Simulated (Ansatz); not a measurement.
# Nuclear-site quantities of BaS as the cell is scaled

```
Ba S
1.0
     0.00000    3.19375    3.19375
     3.19375    0.00000    3.19375
     3.19375    3.19375    0.00000
Ba S
1 1
Cartesian
  0.0000 0.0000 0.0000
  3.1938 3.1938 3.1938
```

Atoms are numbered in the order listed.

The conventional cell has a = 6.388 Å, b = 6.388 Å, c = 6.388 Å, α = 90.00°, β = 90.00°, γ = 90.00°. Ba (atom 1) has 6 S at 3.19 Å as nearest neighbours. Around S (atom 2) lie 6 Ba at 3.19 Å.

The cell is COD entry 9008600, as deposited and not checked against the literature; nothing was relaxed.

Spin–orbit coupling is left out, though it moves levels of the heavy atoms by tenths of an eV or more.

Theory: DFT, LDA, all-electron PAW with datasets made for the crystal, scalar-relativistic (Ansatz 0.2.0).

Numerical set-up: a Γ-centred 7×7×7 k mesh, Fermi–Dirac smearing of 0.01 eV, cutoff 260 eV (chosen by the program for this cell), no spin polarisation.

The contact density is the mean electron density over the nuclear volume; its changes follow the s electrons' response to bonding and compression. Changes below are taken from the unscaled cell, where it is 2.05708e+06 e/Å³ at Ba1, 19620.4 e/Å³ at S2.

Volumes at which the program chose other datasets or cutoffs are left out.

The datasets are made afresh for each cell, so very small changes are uncertain. Scalar relativity leaves out the p1/2 density at heavy nuclei.

(1) Does compression raise or lower the contact density at S2?

(2) Tabulate the changes with volume.

Answers

(1) It lowers it, by 0.28 e/Å³ over the whole range.

(2) 
```tsv
V/V(cell)	P (GPa)	Δρ(0) Ba1 (e/Å³)	Δρ(0) S2 (e/Å³)
0.9400	0.4	1.29	-0.20
0.9600	-0.7	0.83	-0.14
0.9800	-1.6	0.37	-0.07
0.9900	-2.1	0.23	-0.04
1.0000	-2.5	0.00	0.00
1.0100	-2.9	-0.20	0.04
1.0200	-3.2	-0.41	0.08
```
